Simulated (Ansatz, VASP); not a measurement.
Two plane-wave programs on Ge

The input INCAR:

```
ALGO     = Normal         # electronic algorithm
EDIFF    = 1E-6           # SCF threshold, eV
EDIFFG   = -0.04          # ionic threshold
ENCUT    = 600            # plane-wave cutoff, eV
GGA      = PE             # functional
IBRION   = 2              # ionic algorithm
ISIF     = 3              # what is computed and relaxed
ISMEAR   = 0              # smearing method
LASPH    = True           # aspherical terms in the spheres
LCHARG   = False          # write CHGCAR
LREAL    = False          # projectors in reciprocal space
LWAVE    = False          # write WAVECAR
NELM     = 100            # most SCF steps
NSW      = 90             # ionic steps
PREC     = Accurate       # precision mode
SIGMA    = 0.1            # smearing width, eV
```

File KPOINTS:

```
k-points
0
Gamma
  6 6 4
```

Contents of POSCAR:

```
Ge
1.0
    2.8973539600      0.0000000000      0.0000000000
   -1.4486769800      2.5091821300      0.0000000000
    0.0000000000      0.0000000000      5.7975997200
Ge
2
Direct
    0.0000000000      0.0000000000      0.3169148800
    0.0000000000      0.0000000000      0.6830851200
```

Input for Ansatz:

```yaml
crystal:
  lattice:
    - [2.89735396, 0.0, 0.0]
    - [-1.44867698, 2.50918213, 0.0]
    - [0.0, 0.0, 5.79759972]
  atoms:
    - { symbol: Ge, position: [0.0, 0.0, 0.31691488] }
    - { symbol: Ge, position: [0.0, 0.0, 0.68308512] }
basis:
  ecutwfc: 420
kpoints:
  mp_grid: { grid: [6, 6, 4] }
hamiltonian:
  xc: pbe
scf:
  occupations: { method: gaussian, width: 0.1 }
  lower_state_search: "off"
output:
  forces: true
  stress: true
  eigenvalues: true
relax:
  adjacent_minimum: "off"
  f_tol: 0.04
  max_steps: 70
  cell: { stress_tol: 0.4 }
```

Alike in both runs: task relaxation of cell and atoms; functional PBE; k mesh 6 × 6 × 4; occupations gaussian, width 0.1 eV; no spin polarisation.

|  | VASP | Ansatz |
| --- | --- | --- |
| version | VASP 6.6.1 | Ansatz 0.2.0 |
| potentials or method | VASP PAW PBE potentials, release 64 (Ge_d) | scalar-relativistic, plane waves, PAW |
| plane-wave cutoff (eV) | 600 | 420 |
| valence electrons in the cell | 28 | 28 |

|  | VASP | Ansatz | Ansatz less VASP |
| --- | --- | --- | --- |
| gap on the k mesh at the Fermi level, each at its own relaxed structure (eV) | none | none | - |
| relaxed volume (Å³/atom) | 19.62 | 19.67 | +0.044 |
| relaxed cell length with the largest relative difference (Å) | 2.832 | 2.836 | +0.0033 |
| energy change over the relaxation (meV/atom) | -827 | -827 | +0.2 |

A gap of «none» marks a metal or a gap that the smearing closes.

Caveats: the k mesh is coarse (spacing up to 0.42 Å⁻¹), so the values aren't converged.
